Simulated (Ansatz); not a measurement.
**TiAl: rattling a relaxed structure**

It comes from a database structure that was distorted and then relaxed.

These are results of DFT PBE, scalar-relativistic, plane waves, PAW (Ansatz 0.2.0), not measurements. Cutoff 420 eV; k points 20×20×14 on the computed 2-atom cell (Γ-centred); Gaussian smearing, width 0.10 eV; no spin polarisation.

The cell below (2 atoms, space group P4/mmm (No. 123)) is relaxed within its symmetry.

```xyz
2
Lattice="2.8233 0.0000 0.0000 0.0000 2.8233 0.0000 0.0000 0.0000 4.0738" Properties=species:S:1:pos:R:3 pbc="T T T"
Ti    0.0000    0.0000    0.0000
Al    1.4116    1.4116    2.0369
```

For the test a repeat of it with 4 atoms (edges 2.82, 2.82, 8.15 Å) was strained at random (σ = 1.5 % a component), the atoms were moved at random (σ = 0.05 Å), and all was relaxed again on a coarse 8×8×4 mesh (in the run’s order of axes) with 0.20 eV smearing, with no symmetry imposed.

Question: Is the structure stable against such a distortion?

Answer: It returns, within 1 meV/atom of the unmoved cell on that mesh and with the same symmetry when read at 0.1 Å. So it is stable against the distortions that fit this cell and that this random move excites. Modes that don't fit the cell aren't tested.
